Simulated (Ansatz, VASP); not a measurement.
**V in VASP and in Ansatz**

```
V
1.0
     2.29552    0.00000    0.00000
     0.00000    2.29552    0.00000
     0.00000    0.00000   23.80000
V
1
Direct
  0.50000 0.50000 0.29412
```

Alike in both runs: functional PBEsol; k mesh 11 × 11 × 1; occupations fermi-dirac, width 0.05 eV; collinear spin.

|  | VASP | Ansatz |
| --- | --- | --- |
| version | VASP 6.6.1 | Ansatz 0.2.0 |
| potentials or method | VASP PAW PBE potentials, release 64 (V_sv), cutoff 520 eV | all-electron LAPW, scalar-relativistic |
| task | single point | work function |

```tsv
	VASP	Ansatz	Ansatz less VASP
gap on the k mesh at the Fermi level (eV)	none	none	-
net moment per atom (μB)	0.00	0.00	0.000
```

A gap of «none» marks a metal or a gap that the smearing closes. Ansatz ran all-electron here, so the differences hold the error of VASP's frozen core and of both bases.

Caveats: the starting moments weren't kept (Ansatz).
